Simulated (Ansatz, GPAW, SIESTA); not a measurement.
**The equilibrium volume of TiAl3, sorted by core time**

```yaml
crystal:
  lattice:
    - [3.95567, 0.00000, 0.00000]
    - [0.00000, 3.95567, 0.00000]
    - [0.00000, 0.00000, 3.95567]
  atoms:
    - { symbol: Ti, position: [0.00000, 0.00000, 0.00000] }
    - { symbol: Al, position: [0.00000, 0.50000, 0.50000] }
    - { symbol: Al, position: [0.50000, 0.00000, 0.50000] }
    - { symbol: Al, position: [0.50000, 0.50000, 0.00000] }
```

The cell comes from a database or a generator and needn't be the stable form of this composition.

```csv
rung,level,program and potentials,cutoff (eV),k mesh,smearing,core time,chip,equilibrium volume (Å³/atom),notes
LDA,LDA,"Ansatz, Ansatz PAW",420,7 × 7 × 7,fermi-dirac 0.05,20 s,Intel Xeon Skylake/Cascade Lake,14.96,"potentials made for PBE, which Ansatz adapts in part"
GGA,PBEsol,"Ansatz, all-electron LAPW, scalar-relativistic",-,7 × 7 × 7,fermi-dirac 0.05,31 s,Intel Xeon 6975P-C Granite Rapids,15.38,-
meta-GGA,r2SCAN,"Ansatz, Ansatz PAW",500,7 × 7 × 7,fermi-dirac 0.05,50 s,Intel Xeon Skylake/Cascade Lake,15.48,"potentials made for PBE, which Ansatz adapts in part"
LDA,LDA,"GPAW, the program's PAW data sets (release 1.2.1) made for this functional",600,7 × 7 × 7,fermi-dirac 0.05,1.8 min,Arm Neoverse V2,15.01,-
GGA,PBEsol,"GPAW, PAW data sets generated for this functional",600,7 × 7 × 7,fermi-dirac 0.05,1.9 min,Arm Neoverse V2,15.45,-
GGA,PBEsol,"SIESTA, files PseudoDojo sr-pbesol-0.4.1-standard, DZP (energy shift 0.003 Ry; two zetas on semicore shells)",-,7 × 7 × 7,fermi-dirac 0.05,26 min,Intel Xeon 6975P-C Granite Rapids,15.46,atomic basis
```

Times are single runs on shared hosts and different chips, so they are rough; meshes, cutoffs and the tasks' sizes weigh on the time. Task: equation of state. All rows: no spin polarisation. Smearing widths are in eV. For a metal such meshes aren't converged. Meshes are those of the run's cell of 4 atoms unless a note names another. Runs on faulty files, with rough fits or with known faults for this quantity aren't shown. PBE isn't shown for this crystal. No row holds spin-orbit coupling.

By rung: LDA 14.96 to 15.01; GGA 15.38 to 15.45; meta-GGA 15.48; GGA in atomic bases 15.46 (Å³/atom).
